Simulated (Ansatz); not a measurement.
# Co (P6_3/mmc) in Ansatz: a series of runs

One crystal, Co, is run at these levels: PBEsol; tasks: single point, equation of state.

Everything below comes from runs of Ansatz 0.2.0. Logs are shortened: lines on timing, memory, paths and dates and some standing lists are left out, and cuts for length are marked.

### Step 1. The crystal as given

Symmetry: P6_3/mmc, No. 194, hexagonal system. The conventional cell has a = 2.472 Å, b = 2.472 Å, c = 4.021 Å, α = 90.00°, β = 90.00°, γ = 120.00°. Co (site symmetry -6m2) is surrounded by 12 Co at 2.47 Å.

### Step 2. Single point, PBEsol, collinear spin, ferromagnetic start, 10.00 Å³/atom (volume scaled by 0.94)

Input file input.yaml:

```yaml
crystal:
  lattice:
    - [2.4215367659, 0.0, 0.0]
    - [-1.210768383, 2.0971123555, 0.0]
    - [0.0, 0.0, 3.9390568819]
  atoms:
    - { symbol: Co, position: [0.6666666667, 0.3333333333, 0.75], spin: 2.0 }
    - { symbol: Co, position: [0.3333333333, 0.6666666667, 0.25], spin: 2.0 }
hamiltonian:
  xc: pbesol
  pseudopotentials: { kind: paw }
magnetization:
  spin_polarized: true
kpoints:
  mp_grid: { grid: [12, 12, 7] }
scf:
  occupations: { method: fermi_dirac, width: 0.05 }
output:
  forces: true
  stress: true
  eigenvalues: true
```

Potentials or basis: Ansatz PAW.

On the command line:

```bash
$ ansatz run input.yaml --threads 2 --pin off --max-ram 5120MiB --backend cpu --events-out ev --progress --plain --runs-dir out
```

What it wrote:

```text
Warning: RAYON_NUM_THREADS=2 ignored (pool sized by the plan → 2); use --threads N
Engine: ansatz 0.2.0, aarch64-unknown-linux-gnu
Pseudopotentials: kind: paw
Pseudopotential: Co, paw, valence charge 17, recommended cutoff 420 eV (normal), Co.paw.azcp
Functional definition: PBEsol
  exchange = pbesol_x
  correlation = pbesol_c
Crystal: 2 atoms, lattice volume = 20.003 Å³
Basis set: ecut = 420 eV, 379 PW (Γ), exchange–correlation on 36×36×54 points (8 copies of the dense FFT grid, shifted against one another)
Bands: 23, of which v1, the nominal top of the filled ones, is band 17 counted from 1 (16 counted from 0)
Symmetry: 24 space group operations
Space group: P63/mmc (ITA 194), of the structure as read, at distance tolerance 2.7e-5 Å
Magnetic group: BNS 194.263 (UNI 1493), of the structure as read, at distance tolerance 2.7e-5 Å
k-points: 76 of 1008
Non-local potential: Co, projectors of the file, l = 0: 3, l = 1: 2, l = 2: 3, l = 3: 1
PAW form: soft (Blöchl's): semilocal exchange-correlation on the pseudo side does not see the compensation charge
PAW frozen core: Co, regenerated for the run's functional, and the local potential with it (the file was generated under x = pbe(κ = 0.804, μ = 0.2195149727645171), c = pbe(β = 0.06672455060314922))
PAW one-centre angular grid: Co, 590 points (default); XC on 64 Gauss nodes
Initial density: superposition of atomic densities (chi_scale 0.1, normalization cell)
Starting moments: Σ|m| = 4 μB on 2 of 2 sites
Initial wavefunctions: pseudopotential atomic-orbital guess
Functional: x = pbesol(κ = 0.804, μ = 0.12345679012345678), c = pbesol(β = 0.046)
SCF iter   1: F=—  HF=-10185.570712 eV  |F-HF|=—  |Δ(HF+E_count)|=         —  Δρ=1.08e-1 (↑1.08e-1 ↓7.74e-2)  dr2=3.66e0  dr2_m=1.34e-1  M=3.131 μB ∫|m|=3.242 μB  β_m=0.30  ethr=3.10e-3  ⟨swp⟩=5.2  Hψ=13126  notcnv=0
Mixer restart at iter 1: flushing history
preconditioner: auto → none  [metal: Δε(μ)=0.005 eV  Ē_g=9.751 eV  σ=0.050 eV  W_gap=0.03  n_scr=2 (ndim 8)  ℏωp=35.2 eV  f_vac=0.000  D(μ)=2.51/eV (n_scr^D=34)  sad-step TF]
SCF iter   2: F=—  HF=-10184.341429 eV  |F-HF|=—  |Δ(HF+E_count)|=    1.23e0  Δρ=3.12e-2 (↑1.79e-2 ↓3.12e-2)  dr2=2.68e-1  dr2_m=3.57e-2  M=3.307 μB ∫|m|=3.458 μB  β_m=0.34  ethr=3.10e-3  ⟨swp⟩=2.8  Hψ=7408  notcnv=0  defer=95
SCF iter   3: F=—  HF=-10184.949786 eV  |F-HF|=—  |Δ(HF+E_count)|=   6.08e-1  Δρ=1.63e-2 (↑1.63e-2 ↓1.08e-2)  dr2=2.54e-2  dr2_m=1.50e-2  M=3.251 μB ∫|m|=3.438 μB  β_m=0.46  ethr=7.88e-4  ⟨swp⟩=2.1  Hψ=4847  notcnv=0  defer=95
SCF iter   4: F=—  HF=-10185.587776 eV  |F-HF|=—  |Δ(HF+E_count)|=   6.38e-1  Δρ=1.33e-2 (↑1.19e-2 ↓1.33e-2)  dr2=5.13e-2  dr2_m=5.72e-3  M=3.156 μB ∫|m|=3.377 μB  β_m=0.73  ethr=7.46e-5  ⟨swp⟩=3.0  Hψ=6783  notcnv=0  defer=95
SCF iter   5: F=—  HF=-10185.936320 eV  |F-HF|=—  |Δ(HF+E_count)|=   3.49e-1  Δρ=1.00e-2 (↑6.63e-3 ↓1.00e-2)  dr2=3.02e-2  dr2_m=1.24e-3  M=3.071 μB ∫|m|=3.320 μB  β_m=0.71  ethr=7.46e-5  ⟨swp⟩=2.4  Hψ=7307  notcnv=0  defer=79
SCF iter   6: F=—  HF=-10185.965200 eV  |F-HF|=—  |Δ(HF+E_count)|=   2.89e-2  Δρ=1.82e-3 (↑7.09e-4 ↓1.82e-3)  dr2=3.86e-4  dr2_m=2.31e-4  M=3.039 μB ∫|m|=3.295 μB  β_m=0.85  ethr=7.46e-5  ⟨swp⟩=2.2  Hψ=6367  notcnv=0  defer=68
SCF iter   7: F=—  HF=-10185.966863 eV  |F-HF|=—  |Δ(HF+E_count)|=   1.66e-3  Δρ=5.45e-4 (↑3.62e-4 ↓5.45e-4)  dr2=1.44e-5  dr2_m=3.48e-5  M=3.033 μB ∫|m|=3.291 μB  β_m=0.82  ethr=1.13e-6  ⟨swp⟩=2.2  Hψ=6425  notcnv=0  defer=64
SCF iter   8: F=—  HF=-10185.966893 eV  |F-HF|=—  |Δ(HF+E_count)|=   3.05e-5  Δρ=2.07e-4 (↑1.35e-4 ↓2.07e-4)  dr2=7.12e-7  dr2_m=5.30e-6  M=3.031 μB ∫|m|=3.289 μB  β_m=0.91  ethr=4.23e-8  ⟨swp⟩=2.0  Hψ=4855  notcnv=0  defer=64
SCF iter   9: F=—  HF=-10185.966893 eV  |F-HF|=—  |Δ(HF+E_count)|=   2.28e-7  Δρ=6.89e-5 (↑6.89e-5 ↓1.14e-5)  dr2=5.39e-7  dr2_m=1.85e-7  M=3.031 μB ∫|m|=3.289 μB  β_m=0.95  ethr=2.09e-9  ⟨swp⟩=2.1  Hψ=6068  notcnv=0  defer=64
SCF iter  10: F=—  HF=-10185.966893 eV  |F-HF|=—  |Δ(HF+E_count)|=   4.39e-8  Δρ=5.37e-6 (↑5.37e-6 ↓1.32e-6)  dr2=3.79e-9  dr2_m=9.31e-10  M=3.031 μB ∫|m|=3.289 μB  β_m=0.97  ethr=1.58e-9  ⟨swp⟩=2.3  Hψ=5360  notcnv=0  defer=64
SCF iter  11: F=-10185.966893 eV  HF=-10185.966893 eV  |F-HF|=7.28e-11  |Δ(HF+E_count)|=  2.06e-10  Δρ=6.29e-7 (↑3.68e-7 ↓6.29e-7)  dr2=8.49e-11  dr2_m=6.60e-12  M=3.031 μB ∫|m|=3.289 μB  ethr=1.11e-11  ⟨swp⟩=2.6  Hψ=11162  notcnv=0
SCF 1 converged in 11 iterations: F = -10185.966893 eV  dr2 = 8.49e-11
SCF converged after 11 iterations
Magnetization: 3.0313 μB (18.5157 up, 15.4843 down)
Absolute magnetization: 3.2904 μB (∫|ρ↑−ρ↓|, with the PAW one-centre terms)
Spin contamination: 0.0403 ħ² per cell (⟨S²⟩ above its minimum at these occupations)
Per-site moments (μB) at R_I (Å): [(1.57557755427513, 0.9963096809807415), (1.5755775542751291, 0.9963096809807415)]
Free energy (F): -10185.966893 eV
Harris-Foulkes:  -10185.966893 eV  (|F-HF|=7.28e-11)
Internal energy: -10185.952824 eV  (E = F + TS)
E sigma→0 (E₀):  -10185.959859 eV
Entropy (-TS):   -0.014068 eV (-7.034 meV/atom)
Fermi energy:    20.406535 eV
--- Per-component energies (eV) ---
  E_band       = -430.155711
  E_kinetic    = 912.737692
  E_local      = -5429.991212  (includes V_loc(G=0)·N_el)
  E_nonlocal   = 911.014373
  E_hartree    = 2281.180952
  E_xc         = -317.372265
  E_vxc        = -411.526530  (∫ρ·V_xc dr)
  E_paw        = -2965.468869  (= ΣΔE_a)
  E_vpaw       = -974.752890  (= ΣTr[D̂ρ^β])
  E_aug_tail   = 0.000185  (compensation charges beyond the density's cutoff)
  E_ewald      = -5578.430520
  E_core_change = 0.376838  (= ΣΔE_core)
  E_smearing   = -0.014068  (= −TS)
  E_closure    = -0.000000  (closes the sum)
  Σ components = -10185.966893   (vs F -10185.966893, Δ=0.00e0)
--- Forces (eV/Å), atoms counted from 1 ---
  atom   1  Co     0.00000000    -0.00000000     0.00000000
  atom   2  Co     0.00000000     0.00000000     0.00000000
  max |Σ_I F_I| component: 9.25e-18 eV/Å
--- Stress (GPa, compression-positive) ---
       10.129650       0.000000       0.000000
        0.000000      10.129650       0.000000
        0.000000       0.000000       7.173208
  P = ⅓ Tr σ = 9.1442 GPa (91.442 kbar)
--- Band table (eV; the first three rows and the last of 152) ---
  k-point 0 ↑: bands = ["-75.3587", "-75.2779", "-38.9445", "-38.5610", "-38.5610", "-38.5043", "-38.4994", "-38.4994", "10.8433", "14.8083", "17.6583", "17.7220", "17.7220", "18.0798", "18.0798", "18.5142", "18.5142", "19.7596", "19.7596", "20.0664", "27.3726", "42.8577", "46.1243"]
  k-point 1 ↑: bands = ["-75.3547", "-75.2819", "-38.9231", "-38.5580", "-38.5580", "-38.5265", "-38.5025", "-38.5025", "11.0608", "14.7615", "17.5977", "17.6674", "17.6674", "18.0181", "18.0181", "18.6513", "18.6513", "19.3271", "19.7464", "19.7464", "28.5274", "42.7263", "44.7779"]
  k-point 2 ↑: bands = ["-75.3436", "-75.2932", "-38.8629", "-38.5884", "-38.5494", "-38.5494", "-38.5110", "-38.5110", "11.6913", "14.4899", "17.4453", "17.6012", "17.6012", "17.8707", "17.8707", "18.0799", "18.9476", "18.9476", "19.6806", "19.6806", "31.1334", "41.1299", "43.2773"]
  k-point 75 ↓: bands = ["-73.3373", "-73.3373", "-36.9875", "-36.9875", "-36.9145", "-36.8831", "-36.7010", "-36.7010", "17.3754", "17.4727", "17.4997", "17.4997", "18.4342", "18.4342", "20.0030", "20.2955", "21.5704", "21.5704", "27.2174", "27.2174", "28.3692", "29.6709", "31.5767"]
```

Run time: 5.5 s. Hardware: 2 threads of Arm Neoverse N1, shared host; peak memory 0.34 GiB.

What came out:

- Free energy: -10185.9669 eV
- Pressure: 9.1 GPa
- Band gap on the k mesh: none (metal or under the smearing width)
- Net moment: 3.03 μB per cell
- Absolute moment: 3.29 μB per cell
- Site moments: Co +1.58 μB

Caveat: the PAW data sets come from PBE, with cores solved anew for the run's functional, which leaves a small shift of forces and pressure.

### Step 3. Single point, PBEsol, collinear spin, ferromagnetic start, 10.21 Å³/atom (volume scaled by 0.96)

input.yaml: that of step 2 with these lines changed.

```diff
@@ -2,5 +2,5 @@
   lattice:
-    - [2.4215367659, 0.0, 0.0]
-    - [-1.210768383, 2.0971123555, 0.0]
-    - [0.0, 0.0, 3.9390568819]
+    - [2.4385904036, 0.0, 0.0]
+    - [-1.2192952018, 2.1118812389, 0.0]
+    - [0.0, 0.0, 3.9667976331]
   atoms:
@@ -21 +21,5 @@
   eigenvalues: true
+  write_density: true
+  write_potential: true
+  elf: true
+  volumetric_format: npy
```

Potentials or basis: Ansatz PAW.

On the command line:

```bash
$ ansatz run input.yaml --threads 2 --pin off --max-ram 5120MiB --backend cpu --events-out ev --progress --plain --runs-dir out
```

Wall time 6.4 s (2 threads of Arm Neoverse N1, shared host); peak memory 0.34 GiB.

The run converged. Its results:

```yaml
Free_energy: -10185.9836 eV
Pressure: 3.5 GPa
Band_gap_on_the_k_mesh: none (metal or under the smearing width)
Net_moment: 3.08 μB per cell
Absolute_moment: 3.35 μB per cell
Site_moments: Co +1.60 μB
```

Caveat: the PAW data sets come from PBE, with cores solved anew for the run's functional, which leaves a small shift of forces and pressure.

### Step 4. Single point, PBEsol, collinear spin, ferromagnetic start, 10.43 Å³/atom (volume scaled by 0.98)

input.yaml: that of step 3 with these lines changed.

```diff
@@ -2,5 +2,5 @@
   lattice:
-    - [2.4385904036, 0.0, 0.0]
-    - [-1.2192952018, 2.1118812389, 0.0]
-    - [0.0, 0.0, 3.9667976331]
+    - [2.4554087999, 0.0, 0.0]
+    - [-1.2277044, 2.1264463974, 0.0]
+    - [0.0, 0.0, 3.9941557227]
   atoms:
@@ -21,5 +21 @@
   eigenvalues: true
-  write_density: true
-  write_potential: true
-  elf: true
-  volumetric_format: npy
```

On the command line:

```bash
$ ansatz run input.yaml --threads 2 --pin off --max-ram 5120MiB --backend cpu --events-out ev --progress --plain --runs-dir out
```

Wall time 5.5 s (2 threads of Arm Neoverse N1, shared host); peak memory 0.34 GiB.

It converged, with:

```
Free energy            : -10185.9863 eV
Pressure               : -1.4 GPa
Band gap on the k mesh : none (metal or under the smearing width)
Net moment             : 3.14 μB per cell
Absolute moment        : 3.42 μB per cell
Site moments           : Co +1.64 μB
```

Caveat: the PAW data sets come from PBE, with cores solved anew for the run's functional, which leaves a small shift of forces and pressure.

### Step 5. Single point, PBEsol, collinear spin, ferromagnetic start, 10.64 Å³/atom

input.yaml: that of step 4 with these lines changed.

```diff
@@ -2,5 +2,5 @@
   lattice:
-    - [2.4554087999, 0.0, 0.0]
-    - [-1.2277044, 2.1264463974, 0.0]
-    - [0.0, 0.0, 3.9941557227]
+    - [2.4719999032, 0.0, 0.0]
+    - [-1.2359999516, 2.1408147143, 0.0]
+    - [0.0, 0.0, 4.02114408]
   atoms:
```

On the command line:

```bash
$ ansatz run input.yaml --threads 2 --pin off --max-ram 5120MiB --backend cpu --events-out ev --progress --plain --runs-dir out
```

It took 6 s on 2 threads of Arm Neoverse N1, shared host; peak memory 0.34 GiB.

Results (log left out):

```
Free energy            : -10185.9768 eV
Pressure               : -5.8 GPa
Band gap on the k mesh : none (metal or under the smearing width)
Net moment             : 3.20 μB per cell
Absolute moment        : 3.48 μB per cell
Site moments           : Co +1.66 μB
```

Caveat: the PAW data sets come from PBE, with cores solved anew for the run's functional, which leaves a small shift of forces and pressure.

### Step 6. Single point, PBEsol, collinear spin, ferromagnetic start, 10.85 Å³/atom (volume scaled by 1.02)

input.yaml: that of step 5 with these lines changed.

```diff
@@ -2,5 +2,5 @@
   lattice:
-    - [2.4719999032, 0.0, 0.0]
-    - [-1.2359999516, 2.1408147143, 0.0]
-    - [0.0, 0.0, 4.02114408]
+    - [2.4883712406, 0.0, 0.0]
+    - [-1.2441856203, 2.1549927084, 0.0]
+    - [0.0, 0.0, 4.0477749493]
   atoms:
```

Potentials or basis: Ansatz PAW.

On the command line:

```bash
$ ansatz run input.yaml --threads 2 --pin off --max-ram 5120MiB --backend cpu --events-out ev --progress --plain --runs-dir out
```

Run time: 5.1 s. Hardware: 2 threads of Arm Neoverse N1, shared host; peak memory 0.34 GiB.

It converged, with:

```yaml
Free_energy: -10185.9561 eV
Pressure: -9.7 GPa
Band_gap_on_the_k_mesh: none (metal or under the smearing width)
Net_moment: 3.24 μB per cell
Absolute_moment: 3.54 μB per cell
Site_moments: Co +1.69 μB
```

Caveat: the PAW data sets come from PBE, with cores solved anew for the run's functional, which leaves a small shift of forces and pressure.

### Step 7. Single point, PBEsol, collinear spin, ferromagnetic start, 11.07 Å³/atom (volume scaled by 1.04)

input.yaml: that of step 6 with these lines changed.

```diff
@@ -2,5 +2,5 @@
   lattice:
-    - [2.4883712406, 0.0, 0.0]
-    - [-1.2441856203, 2.1549927084, 0.0]
-    - [0.0, 0.0, 4.0477749493]
+    - [2.5045299482, 0.0, 0.0]
+    - [-1.2522649741, 2.1689865596, 0.0]
+    - [0.0, 0.0, 4.0740599388]
   atoms:
```

On the command line:

```bash
$ ansatz run input.yaml --threads 2 --pin off --max-ram 5120MiB --backend cpu --events-out ev --progress --plain --runs-dir out
```

Run time: 5.5 s. Hardware: 2 threads of Arm Neoverse N1, shared host; peak memory 0.35 GiB.

The run converged. Its results:

| Property | Result |
| --- | --- |
| Free energy | -10185.9255 eV |
| Pressure | -13.3 GPa |
| Band gap on the k mesh | none (metal or under the smearing width) |
| Net moment | 3.28 μB per cell |
| Absolute moment | 3.59 μB per cell |
| Site moments | Co +1.71 μB |

Caveat: the PAW data sets come from PBE, with cores solved anew for the run's functional, which leaves a small shift of forces and pressure.

### Step 8. Single point, PBEsol, collinear spin, ferromagnetic start, 11.28 Å³/atom (volume scaled by 1.06)

input.yaml: that of step 7 with these lines changed.

```diff
@@ -2,5 +2,5 @@
   lattice:
-    - [2.5045299482, 0.0, 0.0]
-    - [-1.2522649741, 2.1689865596, 0.0]
-    - [0.0, 0.0, 4.0740599388]
+    - [2.5204827983, 0.0, 0.0]
+    - [-1.2602413992, 2.1828021331, 0.0]
+    - [0.0, 0.0, 4.1000100648]
   atoms:
@@ -21 +21,5 @@
   eigenvalues: true
+  write_density: true
+  write_potential: true
+  elf: true
+  volumetric_format: npy
```

On the command line:

```bash
$ ansatz run input.yaml --threads 2 --pin off --max-ram 5120MiB --backend cpu --events-out ev --progress --plain --runs-dir out
```

Wall time 6.4 s (2 threads of Arm Neoverse N1, shared host); peak memory 0.35 GiB.

It converged, with:

| Quantity | Value |
| --- | --- |
| Free energy | -10185.8859 eV |
| Pressure | -16.5 GPa |
| Band gap on the k mesh | none (metal or under the smearing width) |
| Net moment | 3.31 μB per cell |
| Absolute moment | 3.63 μB per cell |
| Site moments | Co +1.73 μB |

Caveat: the PAW data sets come from PBE, with cores solved anew for the run's functional, which leaves a small shift of forces and pressure.

### Step 9. Equation of state, PBEsol, collinear spin, ferromagnetic start

Potentials or basis: Ansatz PAW.

No new run: the results of the series are fitted here.

What came out:

```
Equilibrium volume                        : 10.37 Å³/atom
Bulk modulus at fixed shape and positions : 234 GPa
Pressure derivative of the bulk modulus   : 4.3
```

Energy against volume, from the lowest point:
```tsv
volume (Å³/atom)	energy (meV/atom)
10.002	9.71
10.215	1.38
10.427	0.00
10.640	4.78
10.853	15.11
11.066	30.43
11.279	50.20
```

Caveat: the cell was scaled at fixed shape and fractional positions, which overstates the stiffness of a crystal with free parameters, most of all of layers and chains.
